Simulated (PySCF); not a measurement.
C₅H₆N (charge +1).
Atom-mapped SMILES: `[cH:1]1[cH:2][cH:3][nH+:4][cH:5][cH:6]1` (hydrogens: H7 on C1; H8 on C2; H9 on C3; H10 on N4; H11 on C5; H12 on C6)

The same species was optimised twice, with GFN2-xTB and with PBE0-D3(BJ)/def2-SVP (PySCF), and the same property calculations (PySCF, gas phase) were run on both structures.

```csv
coordinate,GFN2-xTB,PBE0-D3(BJ)/def2-SVP,change
C3–N4 (Å),1.337,1.345,+0.008
N4–C5 (Å),1.337,1.345,+0.008
C1–C6 (Å),1.391,1.397,+0.006
C1–C2 (Å),1.391,1.397,+0.006
C5–C6 (Å),1.381,1.383,+0.002
C2–C3 (Å),1.381,1.383,+0.002
C3–N4–C5 (°),122.5,123.4,+0.9
N4–C5–C6 (°),119.9,119.3,-0.6
C2–C3–N4 (°),119.9,119.3,-0.6
C2–C1–C6 (°),119.4,120.0,+0.6
C1–C2–C3 (°),119.1,119.0,-0.1
C1–C6–C5 (°),119.1,119.0,-0.1
```

Rotational constants: A = 5904, B = 5684, C = 2896 MHz (GFN2-xTB) against A = 5810, B = 5679, C = 2872 MHz (PBE0-D3(BJ)/def2-SVP). Point groups within 0.08 Å: C2v and C2v.

On the GFN2-xTB structure: lowest singlet, TDDFT (eV) 5.61 [PBE0/def2-SVPD]; lowest triplet, Tamm–Dancoff (eV) 4.08 [PBE0/def2-SVPD]; isotropic polarisability (au) 55.3 [PBE0/def2-SVPD]; HOMO (eV) -13.46 [PBE0/def2-SVPD]; LUMO (eV) -7.04 [PBE0/def2-SVPD]; HOMO (eV) -13.51 [PBE0/pcSseg-1]; LUMO (eV) -7.06 [PBE0/pcSseg-1]; GIAO shielding of C1 (ppm) 25.9 [PBE0/pcSseg-1]; GIAO shielding of C2/C6 (mean) (ppm) 48.5 [PBE0/pcSseg-1]; GIAO shielding of C3/C5 (mean) (ppm) 39.8 [PBE0/pcSseg-1]; GIAO shielding of N4 (ppm) 56.0 [PBE0/pcSseg-1].

Question: What do these properties become on the PBE0-D3(BJ)/def2-SVP structure?

Answer: 
```csv
property,level,on GFN2-xTB,on PBE0-D3(BJ)/def2-SVP,change
"lowest singlet, TDDFT (eV)",PBE0/def2-SVPD,5.61,5.58,-0.03
"lowest triplet, Tamm–Dancoff (eV)",PBE0/def2-SVPD,4.08,4.05,-0.03
isotropic polarisability (au),PBE0/def2-SVPD,55.3,56.1,+0.8
HOMO (eV),PBE0/def2-SVPD,-13.46,-13.45,+0.01
LUMO (eV),PBE0/def2-SVPD,-7.04,-7.06,-0.02
"energy, GFN2-xTB geometry as zero (kcal/mol)",PBE0/def2-SVPD,0.0,-0.5,-0.5
HOMO (eV),PBE0/pcSseg-1,-13.51,-13.50,+0.01
LUMO (eV),PBE0/pcSseg-1,-7.06,-7.08,-0.02
"energy, GFN2-xTB geometry as zero (kcal/mol)",PBE0/pcSseg-1,0.0,-0.2,-0.2
GIAO shielding of C1 (ppm),PBE0/pcSseg-1,25.9,24.8,-1.1
GIAO shielding of C2/C6 (mean) (ppm),PBE0/pcSseg-1,48.5,47.7,-0.8
GIAO shielding of C3/C5 (mean) (ppm),PBE0/pcSseg-1,39.8,37.8,-2.0
GIAO shielding of N4 (ppm),PBE0/pcSseg-1,56.0,52.1,-3.9
```

The heavy atoms differ by 0.009 Å rms after alignment. Among bonds between heavy atoms C3–N4 and N4–C5 change most and about equally (+0.008 Å). Changes are differences of the printed values. Neither structure is proved a minimum here. Geometry: PBE0-D3(BJ)/def2-SVP; no solvent, vibrations or thermal averaging.
